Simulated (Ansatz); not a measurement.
Stationary points along a deformation path in NaF

Method: DFT PBE, scalar-relativistic, plane waves, PAW in Ansatz 0.2.0. Cutoff 420 eV, Γ-centred 10×10×10 k-points, Gaussian smearing of 0.05 eV. No spin polarisation. Energies are free energies at this smearing, counted from the undisturbed cell; pressure is positive in compression.

The undisturbed cell (as given, not relaxed at this level; it stands at 1.7 GPa):

```yaml
crystal:
  lattice:
    - [0.00000, 2.32330, 2.32330]
    - [2.32330, 0.00000, 2.32330]
    - [2.32330, 2.32330, 0.00000]
  atoms:
    - { symbol: Na, position: [0.00000, 0.00000, 0.00000] }
    - { symbol: F, position: [0.50000, 0.50000, 0.50000] }
```

At fixed volume and fractional coordinates, lengths along (0.000, 0.000, 1.000) are scaled against those across it; ρ is that ratio over its starting value. V = 12.541 Å³/atom. Δσ is the stress along the axis less the mean stress across it (compression positive).

| ρ | ΔE (meV/atom) | Δσ (GPa) | space group |
| --- | --- | --- | --- |
| 0.650 | 886.0 | 116.31 | I4/mmm |
| 0.707 | 477.9 | 72.42 | I4/mmm |
| 0.780 | 200.3 | 38.51 | I4/mmm |
| 0.850 | 72.9 | 19.67 | I4/mmm |
| 0.920 | 16.8 | 8.22 | I4/mmm |
| 0.960 | 3.8 | 3.66 | I4/mmm |
| 1.000 | 0.0 | 0.00 | Fm-3m |
| 1.050 | 4.9 | -3.73 | I4/mmm |
| 1.100 | 17.8 | -6.89 | I4/mmm |
| 1.200 | 61.9 | -12.53 | I4/mmm |
| 1.300 | 125.8 | -18.19 | I4/mmm |
| 1.414 | 220.7 | -25.37 | I4/mmm |
| 1.500 | 308.0 | -31.49 | I4/mmm |

Question: How does the stress give the slope of the energy, and where is the energy stationary?

Answer: Along the path d ln(length) is 2/3 d ln ρ on the axis and −1/3 d ln ρ across it, so dE/d ln ρ = −(2/3) V Δσ: the energy falls with ρ where Δσ is positive. Δσ vanishes or changes sign at ρ = 1.000 (Fm-3m), a minimum at 0.0 meV/atom. Pairs of stationary points between two samples would go unseen, and could change a minimum read from distant neighbours into a maximum. At ρ = 1.000 the cell is cubic, where symmetry alone makes the stress isotropic and the slope zero.

Question: Which shear constant sets the curvature at ρ = 1?

Answer: For a cubic crystal E/V = (2/3) C (ln ρ)² with C = C′ = (C11 − C12)/2, so Δσ = −2C ln ρ. The parabola of Δσ against ln ρ through ρ = 0.960, 1 and 1.050 gives C ≈ 42 GPa with the ions clamped, rough because the steps are large. It is the stress–strain coefficient at this cell's pressure of 1.7 GPa, not the zero-pressure constant.

Question: Integrate that slope from ρ = 1 to 1.200 by the trapezoid rule.

Answer: With V/N in Å³ and 1 eV/Å³ = 160.2 GPa the slopes at ρ = 1.000, 1.050, 1.100, 1.200 are 0, 195, 360, 654 meV/atom per unit of ln ρ. The steps add 4.7 + 12.9 + 44.1 = 61.7 meV/atom, against 61.9 from the energies; the trapezoid rule misses the curvature of the slope within each step.